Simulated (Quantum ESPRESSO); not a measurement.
# AlNi (Pm-3m) in Quantum ESPRESSO: further runs

Aim: see how the results for AlNi move with the level of theory and the settings. Levels: LDA, PBE, PBE+U. Tasks: phonons, Wannier functions, Hubbard U by linear response.

Program: Quantum ESPRESSO 7.5. These are calculated values, not measurements. Logs are shortened: lines on timing, memory, paths and dates and some standing lists are left out, and cuts for length are marked.

### 1 The structure

The structure is cubic, space group Pm-3m (No. 221). The conventional cell has a = 2.881 Å, b = 2.881 Å, c = 2.881 Å, α = 90.00°, β = 90.00°, γ = 90.00°. Ni (site symmetry m-3m) has 8 Al at 2.50 Å as nearest neighbours. Around Al (site symmetry m-3m) lie 8 Ni at 2.50 Å.

### 2 Phonons, LDA, collinear spin, ferromagnetic start

pw.in reads:

```
&CONTROL
  calculation = 'scf'
  prefix = 'pwscf'
  outdir = './tmp'
  pseudo_dir = './pseudo'
  tprnfor = .true.
  tstress = .true.
  disk_io = 'low'
/
&SYSTEM
  ibrav = 0
  nat = 2
  ntyp = 2
  ecutwfc = 45
  ecutrho = 360
  nbnd = 20
  occupations = 'smearing'
  smearing = 'mp'
  degauss = 0.00999582
  nspin = 2
  starting_magnetization(1) = 0.0556
  starting_magnetization(2) = 0
/
&ELECTRONS
  conv_thr = 4d-10
  electron_maxstep = 120
  mixing_beta = 0.3
/
ATOMIC_SPECIES
Ni    58.6934 ni_lda_v1.4.uspp.F.UPF
Al    26.9815 al_lda_v1.uspp.F.UPF
CELL_PARAMETERS angstrom
   2.8810000000    0.0000000000    0.0000000000
   0.0000000000    2.8810000000    0.0000000000
   0.0000000000    0.0000000000    2.8810000000
ATOMIC_POSITIONS crystal
Ni     0.5000000000    0.5000000000    0.5000000000
Al     0.0000000000    0.0000000000    0.0000000000
K_POINTS automatic
9 9 9 0 0 0
```

relax.in reads:

```
&CONTROL
  calculation = 'vc-relax'
  prefix = 'pwscf'
  outdir = './tmp'
  pseudo_dir = './pseudo'
  tprnfor = .true.
  tstress = .true.
  disk_io = 'low'
  nstep = 40
  forc_conv_thr = 0.0001
  etot_conv_thr = 1d-06
/
&SYSTEM
  ibrav = 0
  nat = 2
  ntyp = 2
  ecutwfc = 45
  ecutrho = 360
  nbnd = 20
  occupations = 'smearing'
  smearing = 'mp'
  degauss = 0.00999582
  nspin = 2
  starting_magnetization(1) = 0.0556
  starting_magnetization(2) = 0
/
&ELECTRONS
  conv_thr = 4d-10
  electron_maxstep = 120
  mixing_beta = 0.3
/
&IONS
  ion_dynamics = 'bfgs'
/
&CELL
  cell_dynamics = 'bfgs'
  press = 0
  press_conv_thr = 0.2
/
ATOMIC_SPECIES
Ni    58.6934 ni_lda_v1.4.uspp.F.UPF
Al    26.9815 al_lda_v1.uspp.F.UPF
CELL_PARAMETERS angstrom
   2.8810000000    0.0000000000    0.0000000000
   0.0000000000    2.8810000000    0.0000000000
   0.0000000000    0.0000000000    2.8810000000
ATOMIC_POSITIONS crystal
Ni     0.5000000000    0.5000000000    0.5000000000
Al     0.0000000000    0.0000000000    0.0000000000
K_POINTS automatic
9 9 9 0 0 0
```

scf2.in reads:

```
&CONTROL
  calculation = 'scf'
  prefix = 'pwscf'
  outdir = './tmp'
  pseudo_dir = './pseudo'
  tprnfor = .true.
  tstress = .true.
  disk_io = 'low'
/
&SYSTEM
  ibrav = 0
  nat = 2
  ntyp = 2
  ecutwfc = 45
  ecutrho = 360
  nbnd = 20
  occupations = 'smearing'
  smearing = 'mp'
  degauss = 0.00999582
  nspin = 2
  starting_magnetization(1) = 0.0556
  starting_magnetization(2) = 0
/
&ELECTRONS
  conv_thr = 1d-13
  electron_maxstep = 120
  mixing_beta = 0.3
  startingpot = 'file'
  startingwfc = 'file'
/
ATOMIC_SPECIES
Ni    58.6934 ni_lda_v1.4.uspp.F.UPF
Al    26.9815 al_lda_v1.uspp.F.UPF
CELL_PARAMETERS angstrom
   2.8333563786    0.0000000000    0.0000000000
   0.0000000000    2.8333563786    0.0000000000
   0.0000000000    0.0000000000    2.8333563786
ATOMIC_POSITIONS crystal
Ni     0.5000000000    0.5000000000    0.5000000000
Al     0.0000000000    0.0000000000    0.0000000000
K_POINTS automatic
9 9 9 0 0 0
```

ph.in reads:

```
phonons of AlNi
&INPUTPH
  prefix = 'pwscf'
  outdir = './tmp'
  tr2_ph = 1d-16
  fildyn = 'dyn'
  niter_ph = 60
  alpha_mix(1) = 0.4
/
0.0000000000 0.0000000000 0.0000000000
```

dynmat.in reads:

```
&INPUT
  fildyn = 'dyn'
  asr = 'crystal'
  filout = 'dynmat.disp'
  fileig = 'dynmat.eig'
/
```

Potentials or basis: GBRV 1.5 LDA.

Command:

```
> OMP_NUM_THREADS=1 pw.x -in pw.in > pw.out
> OMP_NUM_THREADS=1 pw.x -in relax.in > relax.out
> OMP_NUM_THREADS=1 pw.x -in scf2.in > scf2.out
> OMP_NUM_THREADS=1 ph.x -in ph.in > ph.out
> OMP_NUM_THREADS=1 dynmat.x -in dynmat.in > dynmat.out
```

pw.out:

```text
This program is part of the open-source Quantum ESPRESSO suite
     for quantum simulation of materials; please cite
         "P. Giannozzi et al., J. Phys.:Condens. Matter 21 395502 (2009);
         "P. Giannozzi et al., J. Phys.:Condens. Matter 29 465901 (2017);
         "P. Giannozzi et al., J. Chem. Phys. 152 154105 (2020);
     in publications or presentations arising from this work. More details at

     Message from routine setup:
     using ibrav=0 with symmetry is DISCOURAGED, use correct ibrav instead

     G-vector sticks info
     --------------------
     sticks:   dense  smooth     PW     G-vecs:    dense   smooth      PW
     Sum         853     421    137                18805     6619    1213

     Using Slab Decomposition

     bravais-lattice index     =            0
     lattice parameter (alat)  =       5.4443  a.u.
     unit-cell volume          =     161.3713 (a.u.)^3
     number of atoms/cell      =            2
     number of atomic types    =            2
     number of electrons       =        21.00
     number of Kohn-Sham states=           20
     kinetic-energy cutoff     =      45.0000  Ry
     charge density cutoff     =     360.0000  Ry
     scf convergence threshold =      4.0E-10
     mixing beta               =       0.3000
     number of iterations used =            8  plain     mixing
     Exchange-correlation= SLA  PZ   NOGX NOGC
                           (   1   1   0   0   0   0   0)

     celldm(1)=   5.444301  celldm(2)=   0.000000  celldm(3)=   0.000000
     celldm(4)=   0.000000  celldm(5)=   0.000000  celldm(6)=   0.000000

     crystal axes: (cart. coord. in units of alat)
               a(1) = (   1.000000   0.000000   0.000000 )
               a(2) = (   0.000000   1.000000   0.000000 )
               a(3) = (   0.000000   0.000000   1.000000 )

     reciprocal axes: (cart. coord. in units 2 pi/alat)
               b(1) = (  1.000000  0.000000  0.000000 )
               b(2) = (  0.000000  1.000000  0.000000 )
               b(3) = (  0.000000  0.000000  1.000000 )

     PseudoPot. # 1 for Ni read from file:
     ni_lda_v1.4.uspp.F.UPF
     Pseudo is Ultrasoft + core correction, Zval = 18.0
     Generated by new atomic code, or converted to UPF format
     Using radial grid of  865 points,  6 beta functions with:
                l(1) =   0
                l(2) =   0
                l(3) =   1
                l(4) =   1
                l(5) =   2
                l(6) =   2
     Q(r) pseudized with 10 coefficients,  rinner =    0.980   0.980   0.980
                                                       0.980   0.980

     PseudoPot. # 2 for Al read from file:
     al_lda_v1.uspp.F.UPF
     Pseudo is Ultrasoft + core correction, Zval =  3.0
     Generated by new atomic code, or converted to UPF format
     Using radial grid of  893 points,  3 beta functions with:
                l(1) =   0
                l(2) =   1
                l(3) =   2
     Q(r) pseudized with  8 coefficients,  rinner =    0.900   0.900   0.900
                                                       0.900   0.900

     atomic species   valence    mass     pseudopotential
     Ni               18.00    58.69340     Ni( 1.00)
     Al                3.00    26.98150     Al( 1.00)

     Starting magnetic structure
     atomic species   magnetization
     Ni              0.056
     Al              0.000

     48 Sym. Ops., with inversion, found

   Cartesian axes

     site n.     atom                  positions (alat units)
         1        Ni     tau(   1) = (   0.5000000   0.5000000   0.5000000  )
         2        Al     tau(   2) = (   0.0000000   0.0000000   0.0000000  )

     number of k points=    35  Methfessel-Paxton smearing, width (Ry)=  0.0100
                       cart. coord. in units 2pi/alat
        k(    1) = (   0.0000000   0.0000000   0.0000000), wk =   0.0013717
        k(    2) = (   0.0000000   0.0000000   0.1111111), wk =   0.0082305
        k(    3) = (   0.0000000   0.0000000   0.2222222), wk =   0.0082305
        k(    4) = (   0.0000000   0.0000000   0.3333333), wk =   0.0082305
        k(    5) = (   0.0000000   0.0000000   0.4444444), wk =   0.0082305
        k(    6) = (   0.0000000   0.1111111   0.1111111), wk =   0.0164609
[... 27 lines left out ...]
        k(   34) = (   0.3333333   0.4444444   0.4444444), wk =   0.0329218
        k(   35) = (   0.4444444   0.4444444   0.4444444), wk =   0.0109739

     Dense  grid:    18805 G-vectors     FFT dimensions: (  36,  36,  36)

     Smooth grid:     6619 G-vectors     FFT dimensions: (  24,  24,  24)

     Check: negative core charge=   -0.000003
     Generating pointlists ...
     new r_m :   0.3572 (alat units)  1.9449 (a.u.) for type    1
     new r_m :   0.3572 (alat units)  1.9449 (a.u.) for type    2

     Initial potential from superposition of free atoms

     starting charge      18.9978, renormalised to      21.0000
     Starting wfcs are   17 randomized atomic wfcs +    3 random wfcs

     Self-consistent Calculation

     iteration #  1     ecut=    45.00 Ry     beta= 0.30
     Davidson diagonalization with overlap
     ethr =  1.00E-02,  avg # of iterations =  6.6

     total energy              =    -334.44683739 Ry
     estimated scf accuracy    <      54.42443893 Ry

     total magnetization       =     0.05 Bohr mag/cell
     absolute magnetization    =     0.07 Bohr mag/cell

     iteration #  2     ecut=    45.00 Ry     beta= 0.30
     Davidson diagonalization with overlap
     ethr =  1.00E-02,  avg # of iterations =  3.0

     total energy              =    -349.50297511 Ry
     estimated scf accuracy    <      12.61018226 Ry

     total magnetization       =     0.02 Bohr mag/cell
     absolute magnetization    =     0.04 Bohr mag/cell

     iteration #  3     ecut=    45.00 Ry     beta= 0.30
     Davidson diagonalization with overlap
     ethr =  1.00E-02,  avg # of iterations =  2.0

     total energy              =    -350.03612555 Ry
     estimated scf accuracy    <       1.93453903 Ry

     total magnetization       =     0.05 Bohr mag/cell
     absolute magnetization    =     0.07 Bohr mag/cell
[... 125 lines left out ...]
     total energy              =    -349.94260720 Ry
     estimated scf accuracy    <          6.5E-09 Ry

     total magnetization       =    -0.00 Bohr mag/cell
     absolute magnetization    =     0.00 Bohr mag/cell

     iteration # 17     ecut=    45.00 Ry     beta= 0.30
     Davidson diagonalization with overlap
     ethr =  3.09E-11,  avg # of iterations =  2.0

     total energy              =    -349.94260720 Ry
     estimated scf accuracy    <          2.2E-09 Ry

     total magnetization       =     0.00 Bohr mag/cell
     absolute magnetization    =     0.00 Bohr mag/cell

     iteration # 18     ecut=    45.00 Ry     beta= 0.30
     Davidson diagonalization with overlap
     ethr =  1.04E-11,  avg # of iterations =  1.0

     Magnetic moment per site  (integrated on atomic sphere of radius R)
     atom   1 (R=0.357)  charge= 16.8371  magn=  0.0000
     atom   2 (R=0.357)  charge=  1.2481  magn=  0.0000

     End of self-consistent calculation

 ------ SPIN UP ------------

          k = 0.0000 0.0000 0.0000 (   799 PWs)   bands (ev):

   -89.0533 -49.8895 -49.8895 -49.8895   2.3194  10.2295  10.2295  11.9178
    11.9178  11.9178  18.8953  18.8953  18.8953  21.7170  21.7170  26.7054
    34.1708  34.1708  34.1708  36.8732

          k = 0.0000 0.0000 0.1111 (   807 PWs)   bands (ev):

   -89.0531 -49.8923 -49.8893 -49.8893   2.5470  10.2077  10.2804  11.8207
    11.8207  11.9279  17.0867  19.1934  19.1934  21.7293  23.2346  27.5413
    32.1623  32.1623  34.1905  34.4149

          k = 0.0000 0.0000 0.2222 (   812 PWs)   bands (ev):

   -89.0527 -49.8993 -49.8887 -49.8887   3.2219   9.9863  10.4127  11.5936
    11.5936  11.9538  14.7508  20.0272  20.0272  21.7641  24.7075  29.4717
    29.4717  30.1265  31.9147  33.2446

          k = 0.0000 0.0000 0.3333 (   824 PWs)   bands (ev):

   -89.0522 -49.9072 -49.8881 -49.8881   4.3180   9.0934  10.5694  11.3612
    11.3612  11.9833  13.3017  21.2793  21.2793  21.8118  25.8270  27.0126
    27.0126  30.1240  30.8275  33.9021

          k = 0.0000 0.0000 0.4444 (   824 PWs)   bands (ev):

   -89.0518 -49.9124 -49.8877 -49.8877   5.7804   7.4884  10.6756  11.2214
    11.2214  12.0027  12.8480  21.8493  22.8349  22.8349  24.8713  24.8713
    27.0242  28.9781  29.1814  34.3524
[... 159 lines left out ...]
   -89.0500 -49.9041 -49.9039 -49.9039   7.5971   9.9145   9.9145  11.5513
    11.6487  11.6487  15.4695  15.4695  17.2769  20.8873  20.8873  21.8766
    27.4628  34.7669  34.7669  39.0728

          k = 0.3333 0.3333 0.4444 (   827 PWs)   bands (ev):

   -89.0496 -49.9090 -49.9036 -49.9034   8.3782   9.5431   9.8006  11.6677
    11.6844  12.5436  13.8908  16.8119  17.7492  18.8505  19.7445  22.3239
    25.6109  35.4437  37.0773  39.8415

          k = 0.3333 0.4444 0.4444 (   825 PWs)   bands (ev):

   -89.0493 -49.9085 -49.9085 -49.9030   8.8471   9.5643   9.5716  11.7278
    12.3046  13.2183  14.2842  15.7186  16.9487  18.8526  20.2077  20.6630
    23.6573  36.8958  39.1258  40.5671

          k = 0.4444 0.4444 0.4444 (   843 PWs)   bands (ev):

   -89.0490 -49.9081 -49.9080 -49.9080   9.1863   9.4221   9.4221  12.3373
    12.3373  14.2508  15.4839  15.4839  16.9173  18.3553  18.3553  19.1582
    21.7965  39.6144  39.6144  43.4840

 ------ SPIN DOWN ----------

          k = 0.0000 0.0000 0.0000 (   799 PWs)   bands (ev):

   -89.0533 -49.8895 -49.8895 -49.8895   2.3194  10.2295  10.2295  11.9178
    11.9178  11.9178  18.8953  18.8953  18.8953  21.7170  21.7170  26.7054
    34.1708  34.1708  34.1708  36.8732

          k = 0.0000 0.0000 0.1111 (   807 PWs)   bands (ev):

   -89.0531 -49.8923 -49.8893 -49.8893   2.5470  10.2077  10.2804  11.8207
    11.8207  11.9279  17.0867  19.1934  19.1934  21.7293  23.2346  27.5413
    32.1623  32.1623  34.1905  34.4149

          k = 0.0000 0.0000 0.2222 (   812 PWs)   bands (ev):

   -89.0527 -49.8993 -49.8887 -49.8887   3.2219   9.9863  10.4127  11.5936
    11.5936  11.9538  14.7508  20.0272  20.0272  21.7641  24.7075  29.4717
    29.4717  30.1265  31.9147  33.2446

          k = 0.0000 0.0000 0.3333 (   824 PWs)   bands (ev):

   -89.0522 -49.9072 -49.8881 -49.8881   4.3180   9.0935  10.5694  11.3612
    11.3612  11.9833  13.3017  21.2794  21.2794  21.8118  25.8270  27.0126
    27.0126  30.1240  30.8276  33.9021

          k = 0.0000 0.0000 0.4444 (   824 PWs)   bands (ev):

   -89.0518 -49.9124 -49.8877 -49.8877   5.7804   7.4884  10.6756  11.2214
    11.2214  12.0027  12.8480  21.8493  22.8349  22.8349  24.8713  24.8713
    27.0242  28.9781  29.1814  34.3524
[... 159 lines left out ...]
   -89.0500 -49.9041 -49.9039 -49.9039   7.5971   9.9145   9.9145  11.5513
    11.6487  11.6487  15.4695  15.4695  17.2769  20.8873  20.8873  21.8766
    27.4628  34.7669  34.7669  39.0728

          k = 0.3333 0.3333 0.4444 (   827 PWs)   bands (ev):

   -89.0496 -49.9090 -49.9036 -49.9034   8.3782   9.5432   9.8006  11.6678
    11.6845  12.5436  13.8908  16.8119  17.7492  18.8505  19.7445  22.3239
    25.6109  35.4437  37.0773  39.8415

          k = 0.3333 0.4444 0.4444 (   825 PWs)   bands (ev):

   -89.0493 -49.9085 -49.9085 -49.9030   8.8471   9.5643   9.5716  11.7278
    12.3046  13.2183  14.2842  15.7186  16.9487  18.8526  20.2077  20.6630
    23.6573  36.8958  39.1258  40.5691

          k = 0.4444 0.4444 0.4444 (   843 PWs)   bands (ev):

   -89.0490 -49.9081 -49.9080 -49.9080   9.1863   9.4221   9.4221  12.3373
    12.3373  14.2508  15.4839  15.4839  16.9173  18.3553  18.3553  19.1583
    21.7965  39.6144  39.6144  43.4840

     the Fermi energy is    13.4685 ev

!    total energy              =    -349.94260720 Ry
     estimated scf accuracy    <          1.9E-10 Ry
     smearing contrib. (-TS)   =       0.00006260 Ry
     internal energy E=F+TS    =    -349.94266979 Ry

     The total energy is F=E-TS. E is the sum of the following terms:
     one-electron contribution =    -263.57260711 Ry
     hartree contribution      =     142.53583596 Ry
     xc contribution           =     -39.45473640 Ry
     ewald contribution        =    -189.45116224 Ry

     total magnetization       =     0.00 Bohr mag/cell
     absolute magnetization    =     0.00 Bohr mag/cell

     convergence has been achieved in  18 iterations

     Forces acting on atoms (cartesian axes, Ry/au):

     atom    1 type  1   force =     0.00000000    0.00000000    0.00000000
     atom    2 type  2   force =     0.00000000    0.00000000    0.00000000

     Total force =     0.000000     Total SCF correction =     0.000000

     Computing stress (Cartesian axis) and pressure

          total   stress  (Ry/bohr**3)                   (kbar)     P=      -84.95
  -0.00057750   0.00000000   0.00000000          -84.95        0.00        0.00
   0.00000000  -0.00057750   0.00000000            0.00      -84.95        0.00
   0.00000000   0.00000000  -0.00057750            0.00        0.00      -84.95

=------------------------------------------------------------------------------=
   JOB DONE.
=------------------------------------------------------------------------------=
```

Wall time 5.8 min (1 thread of Arm Neoverse V1, shared host); peak memory 0.13 GiB.

What came out:

```yaml
Free_energy: -4761.2433 eV
Relaxed_volume: 11.37 Å³/atom
Relaxed_cell: a = 2.833 Å, b = 2.833 Å, c = 2.833 Å, α = 90.00°, β = 90.00°, γ = 90.00°
Space_group_after_relaxing_to_0.05_Å: Pm-3m (No. 221)
Pressure_after_relaxing: -0.1 GPa
Band_gap_on_the_k_mesh: none (metal or under the smearing width)
Net_moment: 0.00 μB per cell
Absolute_moment: 0.00 μB per cell
Valence_electrons_inside_the_program's_atomic_spheres: Ni 16.84; Al 1.25
Highest_phonon_frequency_at_Γ: 308 cm⁻¹
```

Step by step:
```
step  energy change (eV)  largest force (eV/Å)  pressure (GPa)  volume (Å³)
   1              0.0000                0.0000           -8.50        23.91
   2             -0.0316                0.0000           -1.20        22.89
   3             -0.0321                0.0000            0.11        22.73
   4             -0.0321                0.0000            0.00        22.75
   5             -0.0321                0.0000            0.00        22.75
```

Final structure:
```xyz
2
Lattice="2.8334 0.0000 0.0000 0.0000 2.8334 0.0000 0.0000 0.0000 2.8334" Properties=species:S:1:pos:R:3 pbc="T T T"
Ni    1.4167    1.4167    1.4167
Al    0.0000    0.0000    0.0000
```

Phonon frequencies in cm⁻¹ (negative: imaginary):
| q point | frequencies |
| --- | --- |
| (0.000, 0.000, 0.000) | -9 -9 -9 308 308 308 |

Optical modes at Γ, degenerate ones joined:
| cm⁻¹ | components | symmetry | active in |
| --- | --- | --- | --- |
| 308 | 3 | T1u | IR |

Caveat: the mesh is thin for the phonons of a metal.

(Part 1 of 3 ends here.)
